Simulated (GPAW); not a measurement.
Runs of GPAW 26.7.0 on Al. The structure is cubic, space group Fm-3m (No. 225). The conventional cell has a = 4.050 Å, b = 4.050 Å, c = 4.050 Å, α = 90.00°, β = 90.00°, γ = 90.00°. Around Al (site symmetry m-3m) lie 12 Al at 2.86 Å. 

```csv
task,level,potentials or basis,cell,k mesh,cutoff (eV),smearing,optimizer,fmax,max steps,convergence,eta,gap on the mesh (eV),pressure (GPa),V0 of scaled cells (Å³/atom),relaxed volume (Å³/atom),B0 (GPa)
equation of state,PBE,"SG15 ONCV 1.2, pw",as given,11 × 11 × 11,1100,fermi-dirac 0.05 eV,-,-,-,-,-,-,-,16.56,-,79
relaxation of cell and atoms,PBEsol+D3(BJ),"PAW data sets generated in the run's folder for this functional, pw",relaxed,11 × 11 × 11,600,fermi-dirac 0.05 eV,BFGS,0.05 eV/Å,60,density=1e-05 forces=0.0001,-,none,0.3,-,15.58,-
relaxation of cell and atoms,PBE+D3(BJ),"GPAW PAW data sets (gpaw-data 1.2.1), pw",relaxed,11 × 11 × 11,600,fermi-dirac 0.05 eV,LBFGS,0.05 eV/Å,100,density=1e-05 forces=0.0001,-,none,0.2,-,(b),-
equation of state,PBE+D3,"GPAW PAW data sets (gpaw-data 1.2.1), pw",as given,11 × 11 × 11,600,fermi-dirac 0.05 eV,-,-,-,-,-,-,-,(a),-,84
optical spectrum,RPBE,"the program's PAW data sets (release 1.2.1) made for this functional, pw",as given,9 × 9 × 9,400,fermi-dirac 0.05 eV,-,-,-,-,0.1 eV,none,-,-,-,-
equation of state,BLYP+D4,"PAW data sets generated in the run's folder for this functional, pw",as given,11 × 11 × 11,600,fermi-dirac 0.05 eV,-,-,-,-,-,-,-,15.85,-,78
single point,RPBE,"the program's PAW data sets (release 1.2.1) made for this functional, pw",as given,11 × 11 × 11,600,gaussian 0.05 eV,-,-,-,-,-,none,1.1,-,-,-
electrostatic potential,revPBE+D3(BJ),"the program's PAW data sets (release 1.2.1) made for this functional, pw",as given,11 × 11 × 11,600,methfessel-paxton 0.2 eV,-,-,-,-,-,none,-5.6,-,-,-
single point,RPBE,"the program's PAW data sets (release 1.2.1) made for this functional, pw",as given,11 × 11 × 11,600,gaussian 0.02 eV,-,-,-,-,-,none,1.1,-,-,-
single point,LDA,"the program's PAW data sets (release 1.2.1) made for this functional, pw",as given,9 × 9 × 9,450,fermi-dirac 0.01 eV,-,-,-,-,-,none,-3.3,-,-,-
single point,PBE,"GPAW PAW data sets (gpaw-data 1.2.1), pw",as given,11 × 11 × 11,600,gaussian 0.025 eV,-,-,-,-,-,none,-0.4,-,-,-
band structure,r4SCAN,"GPAW PAW data sets (gpaw-data 1.2.1), pw",as given,11 × 11 × 11,600,fermi-dirac 0.05 eV,-,-,-,-,-,-,-3.0,-,-,-
```

Alike in all rows: no spin polarisation.

Question: Fill in the values left out.

Answer: (a) 16.15; (b) 15.83.

Caveats: pairwise dispersion overbinds metals, which lowers pressure and volume (some runs); later steps reuse the first step's grids (some runs); the intraband term hangs on this k mesh (some runs); the long-wavelength limit can be off by a per cent or two (some runs); this smearing can pin the Fermi level at a band edge (some runs); the cutoff is short for stress and forces, so pressures can be off by a GPa or more (some runs); the PAW data sets were made with another functional, which shifts forces and pressure a little (some runs).

A k mesh can miss the band edges.

A gap of «none» marks a metal or a gap under the smearing width.

Not every run made on this cell is shown here.
